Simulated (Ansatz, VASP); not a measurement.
**One calculation of KCl (Sylvite), two programs**

```
K Cl
1.0
     0.00000    3.14647    3.14647
     3.14647    0.00000    3.14647
     3.14647    3.14647    0.00000
K Cl
1 1
Direct
  0.00000 0.00000 0.00000
  0.50000 0.50000 0.50000
```

Alike in both runs: task single point; functional PBE; k mesh 6 × 6 × 6; occupations fermi-dirac, width 0.05 eV; no spin polarisation.

|  | VASP | Ansatz |
| --- | --- | --- |
| version | VASP 6.6.1 | Ansatz 0.2.0 |
| potentials or method | VASP PAW PBE potentials, release 64 (K_sv, Cl), cutoff 520 eV | all-electron PAW datasets made for the crystal |

```csv
,VASP,Ansatz,Ansatz less VASP
gap on the k mesh at the Fermi level (eV),5.19,5.19,+0.002
least direct gap on the mesh (eV),5.19,5.19,+0.002
pressure (GPa),0.8,0.8,-0.02
```

Ansatz ran all-electron here, so the differences hold the error of VASP's frozen core and of both bases.

As with any semilocal functional, this PBE gap is likely too small.
